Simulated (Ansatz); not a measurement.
# SiNi2 (P6_3/mmc) in Ansatz: settings compared, part 2 of 2

Ansatz 0.2.0. Earlier steps stand in the parts before.

### 4 Single point, PBE, collinear spin, ferromagnetic start

input.yaml reads:

```yaml
crystal:
  lattice:
    - [3.836, 0.0, 0.0]
    - [-1.918, 3.3220734489, 0.0]
    - [0.0, 0.0, 4.948]
  atoms:
    - { symbol: Ni, position: [0.6666666667, 0.3333333333, 0.75], spin: 2.5 }
    - { symbol: Ni, position: [0.3333333333, 0.6666666667, 0.25], spin: 2.5 }
    - { symbol: Ni, position: [0.0, 0.0, 0.5], spin: 2.5 }
    - { symbol: Ni, position: [0.0, 0.0, 0.0], spin: 2.5 }
    - { symbol: Si, position: [0.6666666667, 0.3333333333, 0.25] }
    - { symbol: Si, position: [0.3333333333, 0.6666666667, 0.75] }
hamiltonian:
  xc: pbe
  pseudopotentials: { kind: paw }
magnetization:
  spin_polarized: true
kpoints:
  mp_grid: { grid: [6, 6, 4] }
scf:
  occupations: { method: fermi_dirac, width: 0.05 }
output:
  forces: true
  stress: true
  eigenvalues: true
```

Command:

```console
$ ansatz run input.yaml --threads 2 --pin off --max-ram 5632MiB --backend cpu --events-out ev --progress --plain --runs-dir out
```

It took 7.5 s on 2 threads of Arm Neoverse V2, shared host; peak memory 0.44 GiB.

Results (log left out):

| Item | Value |
| --- | --- |
| Free energy | -24633.4233 eV |
| Pressure | 11.2 GPa |
| Band gap on the k mesh | none (metal or under the smearing width) |
| Net moment | 0.00 μB per cell |
| Absolute moment | 0.00 μB per cell |

Stress tensor (GPa, compression positive):
```
12.80  0.00  0.00
 0.00 12.80  0.00
 0.00  0.00  7.93
```

Levels at points of the mesh, in eV from the Fermi level:
Spin up:
| k point | band 36 | band 37 | band 38 | band 39 | band 40 | band 41 | band 42 | band 43 | band 44 | band 45 |
| --- | --- | --- | --- | --- | --- | --- | --- | --- | --- | --- |
| (0.00, 0.00, 0.00) | -1.30 | -0.62 | -0.62 | 0.12 | 2.86 | 2.86 | 2.91 | 3.00 | 3.00 | 3.35 |
| (0.00, 0.00, -0.50) | -1.28 | -1.28 | -1.28 | 2.25 | 2.25 | 3.42 | 3.42 | 3.42 | 3.42 | 4.23 |
| (0.00, -0.50, 0.00) | -1.54 | -1.41 | -1.23 | -1.05 | -0.69 | -0.57 | 1.24 | 1.91 | 3.15 | 3.80 |
| (0.00, -0.50, -0.50) | -1.74 | -1.29 | -1.29 | -0.94 | -0.94 | 1.00 | 1.00 | 3.08 | 3.08 | 5.68 |
Spin down:
| k point | band 37 | band 38 | band 39 | band 40 | band 41 | band 42 | band 43 | band 44 |
| --- | --- | --- | --- | --- | --- | --- | --- | --- |
| (0.00, 0.00, 0.00) | -0.62 | -0.62 | 0.12 | 2.86 | 2.86 | 2.91 | 3.00 | 3.00 |
| (0.00, 0.00, -0.50) | -1.28 | -1.28 | 2.25 | 2.25 | 3.42 | 3.42 | 3.42 | 3.42 |
| (0.00, -0.50, 0.00) | -1.41 | -1.23 | -1.05 | -0.69 | -0.57 | 1.24 | 1.91 | 3.15 |
| (0.00, -0.50, -0.50) | -1.29 | -1.29 | -0.94 | -0.94 | 1.00 | 1.00 | 3.08 | 3.08 |

Caveat: the starting moments collapsed, and a magnetic state may lie lower; the starting moments weren't kept.

### 5 Relaxation of cell and atoms, PBEsol, collinear spin, ferromagnetic start

input.yaml reads:

```yaml
crystal:
  lattice:
    - [3.836, 0.0, 0.0]
    - [-1.918, 3.3220734489, 0.0]
    - [0.0, 0.0, 4.948]
  atoms:
    - { symbol: Ni, position: [0.6666666667, 0.3333333333, 0.75], spin: 1.0 }
    - { symbol: Ni, position: [0.3333333333, 0.6666666667, 0.25], spin: 1.0 }
    - { symbol: Ni, position: [0.0, 0.0, 0.5], spin: 1.0 }
    - { symbol: Ni, position: [0.0, 0.0, 0.0], spin: 1.0 }
    - { symbol: Si, position: [0.6666666667, 0.3333333333, 0.25] }
    - { symbol: Si, position: [0.3333333333, 0.6666666667, 0.75] }
hamiltonian:
  xc: pbesol
  pseudopotentials: { kind: paw }
magnetization:
  spin_polarized: true
kpoints:
  mp_grid: { grid: [6, 6, 5] }
scf:
  occupations: { method: fermi_dirac, width: 0.05 }
output:
  forces: true
  stress: true
  eigenvalues: true
relax:
  f_tol: 0.01
  max_steps: 40
  cell: { stress_tol: 0.05 }
```

Potentials or basis: Ansatz PAW.

Command:

```console
$ ansatz run input.yaml --threads 2 --pin off --max-ram 5632MiB --backend cpu --events-out ev --progress --plain --runs-dir out
```

The log of the run:

```text
Warning: RAYON_NUM_THREADS=2 ignored (pool sized by the plan → 2); use --threads N
Engine: ansatz 0.2.0, aarch64-unknown-linux-gnu
Pseudopotentials: kind: paw
Pseudopotential: Ni, paw, valence charge 18, recommended cutoff 420 eV (normal), Ni.paw.azcp
Pseudopotential: Si, paw, valence charge 4, recommended cutoff 420 eV (normal), Si.paw.azcp
Functional definition: PBEsol
  exchange = pbesol_x
  correlation = pbesol_c
Crystal: 6 atoms, lattice volume = 63.055 Å³
Basis set: ecut = 420 eV, 1229 PW (Γ), exchange–correlation on 54×54×72 points (8 copies of the dense FFT grid, shifted against one another)
Bands: 51, of which v1, the nominal top of the filled ones, is band 40 counted from 1 (39 counted from 0)
Symmetry: 24 space group operations
Space group: P63/mmc (ITA 194), of the structure as read, at distance tolerance 4.0e-5 Å
Magnetic group: BNS 194.263 (UNI 1493), of the structure as read, at distance tolerance 4.0e-5 Å
k-points: 21 of 180
Non-local potential: Ni, projectors of the file, l = 0: 3, l = 1: 2, l = 2: 3, l = 3: 1
Non-local potential: Si, projectors of the file, l = 0: 2, l = 1: 2, l = 2: 2
PAW form: soft (Blöchl's): semilocal exchange-correlation on the pseudo side does not see the compensation charge
PAW frozen core: Ni, regenerated for the run's functional, and the local potential with it (the file was generated under x = pbe(κ = 0.804, μ = 0.2195149727645171), c = pbe(β = 0.06672455060314922))
PAW frozen core: Si, regenerated for the run's functional, and the local potential with it (the file was generated under x = pbe(κ = 0.804, μ = 0.2195149727645171), c = pbe(β = 0.06672455060314922))
PAW one-centre angular grid: Ni, 590 points (default); XC on 64 Gauss nodes
PAW one-centre angular grid: Si, 110 points (default); XC on 64 Gauss nodes
Initial density: superposition of atomic densities (chi_scale 0.1, normalization cell)
Starting moments: Σ|m| = 4 μB on 4 of 6 sites
Initial wavefunctions: pseudopotential atomic-orbital guess
Functional: x = pbesol(κ = 0.804, μ = 0.12345679012345678), c = pbesol(β = 0.046)
SCF iter   1: F=—  HF=-24460.071039 eV  |F-HF|=—  |Δ(HF+E_count)|=         —  Δρ=8.17e-2 (↑8.17e-2 ↓3.33e-2)  dr2=3.90e0  dr2_m=7.70e-1  M=2.166 μB ∫|m|=2.768 μB  β_m=0.30  ethr=3.10e-3  ⟨swp⟩=6.4  Hψ=7777  notcnv=0  defer=7
Mixer restart at iter 1: flushing history
preconditioner: auto → Kerker (q_TF=auto, 2.839 Å⁻¹)  [metal: Δε(μ)=0.022 eV  Ē_g=8.338 eV  σ=0.050 eV  W_gap=0.11  n_scr=22 (ndim 8)  ℏωp=32.4 eV  f_vac=0.000  D(μ)=3.00/eV (n_scr^D=22)]
spin=Collinear: Kerker preconditioning applied to the charge; magnetization (m = ρ↑ − ρ↓) channel mixes plain (no charge-response kernel on spin).
SCF iter   2: F=—  HF=-24459.318108 eV  |F-HF|=—  |Δ(HF+E_count)|=   7.53e-1  Δρ=5.39e-2 (↑2.71e-2 ↓5.39e-2)  dr2=7.15e-1  dr2_m=8.08e-1  M=1.825 μB ∫|m|=2.328 μB  β_m=0.32  ethr=3.10e-3  ⟨swp⟩=2.1  Hψ=3533  notcnv=0  defer=141
SCF iter   3: F=—  HF=-24461.954354 eV  |F-HF|=—  |Δ(HF+E_count)|=    2.64e0  Δρ=5.05e-2 (↑2.50e-2 ↓5.05e-2)  dr2=6.70e-1  dr2_m=7.43e-1  M=1.559 μB ∫|m|=2.005 μB  β_m=0.23  ethr=8.94e-4  ⟨swp⟩=2.3  Hψ=3200  notcnv=0  defer=141
SCF iter   4: F=—  HF=-24463.754359 eV  |F-HF|=—  |Δ(HF+E_count)|=    1.80e0  Δρ=4.25e-2 (↑2.42e-2 ↓4.25e-2)  dr2=4.53e-1  dr2_m=5.92e-1  M=1.311 μB ∫|m|=1.689 μB  β_m=0.20  ethr=8.37e-4  ⟨swp⟩=2.5  Hψ=3182  notcnv=0  defer=143
SCF iter   5: F=—  HF=-24464.904835 eV  |F-HF|=—  |Δ(HF+E_count)|=    1.15e0  Δρ=2.96e-2 (↑2.96e-2 ↓2.38e-2)  dr2=1.86e-1  dr2_m=3.54e-1  M=1.001 μB ∫|m|=1.304 μB  β_m=0.36  ethr=5.66e-4  ⟨swp⟩=2.8  Hψ=3481  notcnv=0  defer=148
SCF iter   6: F=—  HF=-24466.406845 eV  |F-HF|=—  |Δ(HF+E_count)|=         —  Δρ=2.53e-2 (↑2.53e-2 ↓9.79e-3)  dr2=3.02e-1  dr2_m=8.81e-2  M=0.062 μB ∫|m|=0.109 μB  β_m=0.52  ethr=2.32e-4  ⟨swp⟩=3.0  Hψ=4424  notcnv=0  defer=141
[... 82 lines left out ...]
Spin contamination: 0.0000 ħ² per cell (⟨S²⟩ above its minimum at these occupations)
Per-site moments (μB) at R_I (Å): [(-9.671662763025617e-10, 0.9211743594235772), (-9.671662330993745e-10, 0.9211743594235772), (-4.067019079053598e-9, 1.014014719295149), (-4.06701921782645e-9, 1.014014719295149), (1.2719746542984339e-10, 0.9211743594235772), (1.2719738836637455e-10, 0.9211743594235772)]
Free energy (F): -24466.387439 eV
Harris-Foulkes:  -24466.387439 eV  (|F-HF|=1.46e-11)
Internal energy: -24466.363056 eV  (E = F + TS)
E sigma→0 (E₀):  -24466.375248 eV
Entropy (-TS):   -0.024384 eV (-4.064 meV/atom)
Fermi energy:    17.629829 eV
--- Per-component energies (eV) ---
  E_band       = -1106.144108
  E_kinetic    = 1233.183503
  E_local      = -15774.650804  (includes V_loc(G=0)·N_el)
  E_nonlocal   = 2601.616793
  E_hartree    = 6744.263879
  E_xc         = -455.367361
  E_vxc        = -541.773544  (∫ρ·V_xc dr)
  E_paw        = -7385.114031  (= ΣΔE_a)
  E_vpaw       = -2113.050289  (= ΣTr[D̂ρ^β])
  E_aug_tail   = 0.001925  (compensation charges beyond the density's cutoff)
  E_ewald      = -11431.149238
  E_core_change = 0.852277  (= ΣΔE_core)
  E_smearing   = -0.024384  (= −TS)
  E_closure    = 0.000000  (closes the sum)
  Σ components = -24466.387439   (vs F -24466.387439, Δ=0.00e0)
--- Forces (eV/Å), atoms counted from 1 ---
  atom   1  Ni     0.00000000     0.00000000     0.00000000
  atom   2  Ni    -0.00000000    -0.00000000    -0.00000000
  atom   3  Ni     0.00000000    -0.00000000     0.00000000
  atom   4  Ni     0.00000000     0.00000000    -0.00000000
  atom   5  Si     0.00000000     0.00000000     0.00000000
  atom   6  Si     0.00000000    -0.00000000    -0.00000000
  max |Σ_I F_I| component: 2.78e-17 eV/Å
--- Stress (GPa, compression-positive) ---
       -0.000339       0.000000       0.000000
        0.000000      -0.000339       0.000000
        0.000000       0.000000      -0.010006
  P = ⅓ Tr σ = -0.0036 GPa (-0.036 kbar)
--- Band table (eV; the first three rows and the last of 42) ---
  k-point 0 ↑: bands = ["-85.6153", "-85.6142", "-85.3679", "-85.3548", "-46.2332", "-46.2332", "-46.2290", "-46.2290", "-46.0919", "-46.0882", "-46.0144", "-45.9060", "-45.9060", "-45.8991", "-45.8991", "-45.8755", "4.8090", "9.3340", "11.0209", "12.4229", "12.4229", "13.5987", "13.5987", "13.6587", "13.7823", "13.7823", "14.3099", "14.3099", "15.5951", "15.5951", "15.7282", "16.2496", "16.2496", "16.2669", "16.2669", "16.3445", "17.0240", "17.0240", "17.8070", "20.3845", "20.3879", "20.3879", "20.5444", "20.5444", "20.9397", "21.9513", "21.9513", "23.2912", "25.9935", "25.9935", "26.9933"]
  k-point 1 ↑: bands = ["-85.6152", "-85.6143", "-85.3666", "-85.3561", "-46.2328", "-46.2328", "-46.2294", "-46.2294", "-46.0918", "-46.0887", "-46.0009", "-45.9053", "-45.9053", "-45.8997", "-45.8997", "-45.8887", "5.0545", "8.3232", "11.8649", "12.4744", "12.4744", "13.2695", "13.2695", "13.6937", "14.0511", "14.0511", "14.3067", "14.3067", "15.6589", "15.7440", "15.7440", "16.2515", "16.2515", "16.2532", "16.2532", "16.3931", "16.9000", "16.9000", "18.2357", "20.3966", "20.5629", "20.6078", "20.6078", "20.6501", "20.6501", "21.6854", "21.6854", "23.6731", "24.3660", "24.3660", "26.8501"]
  k-point 2 ↑: bands = ["-85.6149", "-85.6146", "-85.3634", "-85.3593", "-46.2317", "-46.2317", "-46.2304", "-46.2304", "-46.0912", "-46.0899", "-45.9660", "-45.9233", "-45.9036", "-45.9036", "-45.9015", "-45.9015", "5.7745", "6.9124", "12.6333", "12.6333", "12.8819", "12.9043", "12.9043", "13.5392", "14.2450", "14.2450", "14.3012", "14.3012", "15.6930", "16.0792", "16.0933", "16.0933", "16.2291", "16.2291", "16.2734", "16.2734", "16.5727", "16.5727", "19.5232", "20.0735", "20.8135", "20.8135", "20.8955", "21.1738", "21.1738", "21.4534", "21.4534", "22.6941", "22.6941", "23.0691", "25.3086"]
  k-point 20 ↓: bands = ["-85.6144", "-85.6144", "-85.3638", "-85.3595", "-46.2340", "-46.2340", "-46.2329", "-46.2310", "-46.0938", "-46.0938", "-45.9622", "-45.9228", "-45.9063", "-45.9063", "-45.8954", "-45.8954", "8.6623", "8.6623", "10.9486", "10.9486", "11.1947", "12.0895", "13.6504", "13.6504", "14.3897", "14.4562", "14.7178", "14.7178", "15.0841", "15.0841", "15.2484", "15.4193", "15.8951", "15.8951", "16.2622", "16.2622", "16.2917", "16.3495", "16.3495", "16.6872", "17.4814", "17.4814", "22.3562", "22.3562", "24.5631", "24.5631", "24.8027", "25.5604", "26.0579", "26.0579", "26.4545"]
--- Relaxed structure (4 steps of the walk, 4 accepted, 1 SCFs on fresh bases) ---
  F+E_penalty+E_count = -24466.38743936 eV   max|allowed force component| = 4.163e-17 eV/Å   (the final SCF, on the basis selected at the relaxed cell)
  cell:  # Å, volume = 63.6998 Å³
    - [3.8679291955184247, -3.9597882582025965e-33, -2.629546890212662e-34]
    - [-1.9339645977592124, 3.3497249433584626, -5.38303363538348e-34]
    - [-3.3918138719514475e-34, -9.975923152798376e-34, 4.916435002643147]
  atoms:
    - { symbol: Ni, position: [0.6666666666666665, 0.33333333333333326, 0.7499999999999999] }
    - { symbol: Ni, position: [0.33333333333333326, 0.6666666666666665, 0.24999999999999997] }
    - { symbol: Ni, position: [-2.6966722937203235e-35, -2.0985283048353872e-35, 0.49999999999999994] }
    - { symbol: Ni, position: [-4.0699480724359237e-35, -3.2761197276926526e-35, 1.0295115178936058e-84] }
    - { symbol: Si, position: [0.6666666666666665, 0.33333333333333326, 0.24999999999999997] }
    - { symbol: Si, position: [0.33333333333333326, 0.6666666666666665, 0.7499999999999999] }
```

Wall time 28 s (2 threads of Arm Neoverse V2, shared host); peak memory 0.43 GiB.

What came out:

```
Free energy                            : -24466.3874 eV
Relaxed volume                         : 10.62 Å³/atom
Relaxed cell                           : a = 3.868 Å, b = 3.868 Å, c = 4.916 Å, α = 90.00°, β = 90.00°, γ = 120.00°
Space group after relaxing (to 0.05 Å) : P6_3/mmc (No. 194)
Energy gained by relaxing              : 2.4 meV/atom
Ionic steps                            : 5
Pressure after relaxing                : 0.0 GPa
Band gap on the k mesh                 : none (metal or under the smearing width)
Net moment                             : 0.00 μB per cell
Absolute moment                        : 0.00 μB per cell
```

Step by step:
```
step  energy change (eV)  largest force (eV/Å)  volume (Å³)
   1              0.0000                0.0000        63.05
   2             -0.0099                0.0000        63.40
   3             -0.0144                0.0000        63.70
   4             -0.0144                0.0000        63.70
   5             -0.0146                0.0000        63.70
```

Final structure:
```
Ni Si
1.0
     3.86793    0.00000    0.00000
    -1.93396    3.34972    0.00000
     0.00000    0.00000    4.91644
Ni Si
4 2
Direct
  0.66667 0.33333 0.75000
  0.33333 0.66667 0.25000
  0.00000 0.00000 0.50000
  0.00000 0.00000 0.00000
  0.66667 0.33333 0.25000
  0.33333 0.66667 0.75000
```

Caveat: the plane-wave basis is chosen anew once the cell has moved, so the energies of steps on either side of that aren't comparable; the PAW data sets come from PBE, with cores solved anew for the run's functional, which leaves a small shift of forces and pressure; the starting moments weren't kept.

### 6 The runs side by side

| level | cell | target pressure (GPa) | gap on the mesh (eV) | pressure (GPa) | moment (μB) |
| --- | --- | --- | --- | --- | --- |
| PBE | relaxed to 20 GPa | 20 | none | 20.0 | 0.00 |
| PBE | relaxed to 30 GPa | 30 | none | 30.0 | 0.00 |
| PBEsol | relaxed | - | none | 0.0 | 0.00 |

Alike in all rows: task relaxation of cell and atoms; potentials or basis Ansatz PAW; spin collinear, ferromagnetic start; k mesh 6 × 6 × 5; cutoff (eV) 420; smearing fermi-dirac 0.05 eV.

Caveats: the plane-wave basis is chosen anew once the cell has moved, so the energies of steps on either side of that aren't comparable; the starting moments weren't kept; the PAW data sets come from PBE, with cores solved anew for the run's functional, which leaves a small shift of forces and pressure (some runs).

Total energies depend on the potentials used, so only differences within one code and one set of settings carry meaning.
